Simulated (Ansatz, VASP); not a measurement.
## TiAl3: VASP beside Ansatz

File INCAR:

```
SYSTEM = TiAl3
PREC = Accurate
ENCUT = 520
EDIFF = 1E-6
ISMEAR = 0
SIGMA = 0.1
LREAL = .FALSE.
LASPH = .TRUE.
NELM = 80
ALGO = Normal
ISIF = 2
LWAVE = .FALSE.
LCHARG = .FALSE.
GGA = PE
NBANDS = 18
```

The input KPOINTS:

```
regular mesh
0
G
  6 6 6
  0 0 0
```

Contents of POSCAR:

```
TiAl3
1.0
   -1.9111067713      1.9111067713      4.2806687947
    1.9111067713     -1.9111067713      4.2806687947
    1.9111067713      1.9111067713     -4.2806687947
Ti Al
1 3
Direct
    0.0000000000      0.0000000000      0.0000000000
    0.5000000000      0.5000000000      0.0000000000
    0.7500000000      0.2500000000      0.5000000000
    0.2500000000      0.7500000000      0.5000000000
```

Input for Ansatz:

```yaml
crystal:
  lattice:
    - [-1.9111067713, 1.9111067713, 4.2806687947]
    - [1.9111067713, -1.9111067713, 4.2806687947]
    - [1.9111067713, 1.9111067713, -4.2806687947]
  atoms:
    - { symbol: Ti, position: [0.0, 0.0, 0.0] }
    - { symbol: Al, position: [0.5, 0.5, 0.0] }
    - { symbol: Al, position: [0.75, 0.25, 0.5] }
    - { symbol: Al, position: [0.25, 0.75, 0.5] }
basis:
  ecutwfc: 420
kpoints:
  mp_grid: { grid: [6, 6, 6] }
hamiltonian:
  xc: pbe
scf:
  occupations: { method: gaussian, width: 0.1 }
output:
  forces: true
  stress: true
  eigenvalues: true
```

The cell comes from a database or a generator and needn't be the stable form of this composition.

Alike in both runs: task single point; functional PBE; k mesh 6 × 6 × 6; occupations gaussian, width 0.1 eV; no spin polarisation.

|  | VASP | Ansatz |
| --- | --- | --- |
| version | VASP 6.6.1 | Ansatz 0.2.0 |
| potentials or method | VASP PAW PBE potentials, release 64 (Ti_sv, Al) | scalar-relativistic, plane waves, PAW |
| plane-wave cutoff (eV) | 520 | 420 |
| valence electrons in the cell | 21 | 21 |

```csv
,VASP,Ansatz,Ansatz less VASP
gap on the k mesh at the Fermi level (eV),none,none,-
pressure (GPa),2.0,2.1,+0.11
largest component of the traceless stress (GPa),0.14,0.14,+0.004
```

A gap of «none» marks a metal or a gap that the smearing closes. With one functional, cell and mesh, what is left measures potentials, basis and numerics.

Caveats: the k mesh is coarse (spacing up to 0.39 Å⁻¹), so the values aren't converged.
